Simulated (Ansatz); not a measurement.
## Deforming CoSi2

```yaml
crystal:
  lattice:
    - [0.00000, 2.68250, 2.68250]
    - [2.68250, 0.00000, 2.68250]
    - [2.68250, 2.68250, 0.00000]
  atoms:
    - { symbol: Co, position: [0.00000, 0.00000, 0.00000] }
    - { symbol: Si, position: [0.25000, 0.25000, 0.25000] }
    - { symbol: Si, position: [0.75000, 0.75000, 0.75000] }
```

Atoms are numbered in the order listed.

The geometry is COD entry 1008148, unchecked; take it as a test cell.

Theory: DFT, PBEsol, all-electron PAW with datasets made for the crystal, scalar-relativistic in Ansatz 0.2.0.

Numerical set-up: a Γ-centred 11×11×11 k mesh, Fermi–Dirac smearing of 0.05 eV, cutoff 320 eV (chosen by the program for this cell), spin-polarised from start moments Co1 2 μB (the moments died away, and the run ended non-magnetic).

The unchanged cell is at -5.39 GPa.

In a metal, stresses and small energies carry noise from the k mesh.

x, y and z are the Cartesian axes of the cell as listed; fractional coordinates follow a strain, and an engineering shear is twice the off-diagonal strain component.

(1) One change gave: energy change +7 meV/atom; stress change (xx, yy, zz, yz, xz, xy) 0.23, 0.23, 0.23, -2.76, -2.76, -2.76 GPa, compression positive; change of the force on Si2 (-0.154, -0.154, -0.154) eV/Å. Which change was it?
A. equal xy, yz and zx engineering shear strains of -1 %
B. equal xy, yz and zx engineering shear strains of +3 %
C. equal xy, yz and zx engineering shear strains of -3 %
D. equal xy, yz and zx engineering shear strains of +2 %
E. equal xy, yz and zx engineering shear strains of +1 %
F. equal xy, yz and zx engineering shear strains of -2 %

Results:

(1) D. For equal xy, yz and zx engineering shear strains of -3 %: energy change +17 meV/atom; stress change (xx, yy, zz, yz, xz, xy) 0.55, 0.55, 0.55, 4.79, 4.79, 4.79 GPa, compression positive; change of the force on Si3 (-0.278, -0.278, -0.278) eV/Å. For equal xy, yz and zx engineering shear strains of -1 %: energy change +2 meV/atom; stress change (xx, yy, zz, yz, xz, xy) 0.06, 0.06, 0.06, 1.51, 1.51, 1.51 GPa, compression positive; change of the force on Si2 (0.087, 0.087, 0.087) eV/Å. For equal xy, yz and zx engineering shear strains of -2 %: energy change +7 meV/atom; stress change (xx, yy, zz, yz, xz, xy) 0.24, 0.24, 0.24, 3.11, 3.11, 3.11 GPa, compression positive; change of the force on Si2 (0.180, 0.180, 0.180) eV/Å. For equal xy, yz and zx engineering shear strains of +1 %: energy change +2 meV/atom; stress change (xx, yy, zz, yz, xz, xy) 0.06, 0.06, 0.06, -1.43, -1.43, -1.43 GPa, compression positive; change of the force on Si3 (0.080, 0.080, 0.080) eV/Å. For equal xy, yz and zx engineering shear strains of +3 %: energy change +15 meV/atom; stress change (xx, yy, zz, yz, xz, xy) 0.52, 0.52, 0.52, -3.97, -3.97, -3.97 GPa, compression positive; change of the force on Si3 (0.224, 0.224, 0.224) eV/Å.
